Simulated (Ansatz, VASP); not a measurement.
**Si: VASP beside Ansatz**

```
Si
1.0
     0.00000    2.71647    2.71647
     2.71647    0.00000    2.71647
     2.71647    2.71647    0.00000
Si
2
Direct
  0.50000 0.50000 0.50000
  0.75000 0.75000 0.75000
```

Alike in both runs: task single point; functional PBEsol; k mesh 11 × 11 × 11; occupations fermi-dirac, width 0.05 eV; no spin polarisation.

```csv
,VASP,Ansatz
version,VASP 6.6.1,Ansatz 0.2.0
potentials or method,"VASP PAW PBE potentials, release 64 (Si)","PAW with Ansatz's default frozen-core files, scalar-relativistic"
plane-wave cutoff (eV),520,420
valence electrons in the cell,8,8
```

VASP gave:

```
pressure (GPa) : 0.1
```

Question: Which values does Ansatz return?

Answer: Pressure (GPa): 0.0.

The functional is the same, so the differences come from potentials, cutoffs and numerics.

Caveats: the PAW data sets were made with another functional, which shifts forces and pressure a little (VASP). A k mesh can miss the band edges.
